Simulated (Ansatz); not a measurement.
## Ca (I4/mmm)

Computed with DFT r2SCAN, scalar-relativistic, plane waves, PAW (Ansatz).

Settings: cutoff 500 eV, Γ-centred mesh 14×14×14 on the computed 1-atom cell, Gaussian smearing of 0.10 eV; no spin polarisation.

The structure is relaxed at this level of theory with its symmetry kept. This bcc form isn't the element's structure at ambient conditions.

Symmetry: I4/mmm, No. 139, tetragonal system. The conventional cell has a = 4.431 Å, b = 4.431 Å, c = 4.412 Å, α = 90.00°, β = 90.00°, γ = 90.00°. Ca (site symmetry 4/mmm) is surrounded by 8 Ca at 3.83 Å.

* Volume per atom: 43.31 Å³
* Formation energy from the elements' standard states (uncorrected): +0.017 eV/atom
* Generalised Kohn–Sham band gap: none (metal)
* Density of states at the Fermi level: 1.66 states/eV per cell
* Bulk modulus: 17.7 GPa
* Its pressure derivative: 2.7